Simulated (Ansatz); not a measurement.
The system is C.

```xyz
2
Lattice="0.0000 1.7834 1.7834 1.7834 0.0000 1.7834 1.7834 1.7834 0.0000" Properties=species:S:1:pos:R:3 pbc="T T T"
C     2.6751    2.6751    2.6751
C     1.7834    1.7834    1.7834
```

This isn't the form of C at room conditions, which is graphite.

- Program: Ansatz 0.2.0
- Task: relaxation of cell and atoms
- Functional: PBEsol
- Dispersion: D3(BJ)
- Potentials or basis: Ansatz PAW
- Cutoff: 420 eV (not typed: the program's choice for these potentials)
- k mesh: 13 × 13 × 13
- Occupations: fermi-dirac, width 0.05 eV
- Spin: no spin polarisation

At the start: volume 5.67 Å³/atom.

Q: How do energy, volume and symmetry change on relaxing?

A: It ends after 7 steps and the volume is 5.56 Å³/atom (-1.9 %); space group Fd-3m (No. 227, to 0.05 Å).

Step by step:
```csv
step,energy change (eV),largest force (eV/Å),volume (Å³)
1,0.0000,0.0000,11.34
2,-0.0058,0.0000,11.21
3,-0.0071,0.0000,11.13
4,-0.0071,0.0000,11.13
5,-0.0058,0.0000,11.13
6,-0.0059,0.0000,11.13
7,-0.0058,0.0000,11.13
```

Final structure:
```
CELL_PARAMETERS angstrom
0.00000 1.77190 1.77190
1.77190 0.00000 1.77190
1.77190 1.77190 0.00000
ATOMIC_POSITIONS crystal
C 0.75000 0.75000 0.75000
C 0.50000 0.50000 0.50000
```

The cell as given is a measured one (5.67 Å³/atom); PBEsol+D3(BJ) puts the equilibrium volume -1.9 % from it, thermal expansion not counted.

Caveat: the plane-wave basis is chosen anew once the cell has moved, so the energies of steps on either side of that aren't comparable; the pressure holds a Pulay correction of +1.0 GPa for the finite cutoff; the PAW data sets come from PBE, with cores solved anew for the run's functional, which leaves a small shift of forces and pressure.
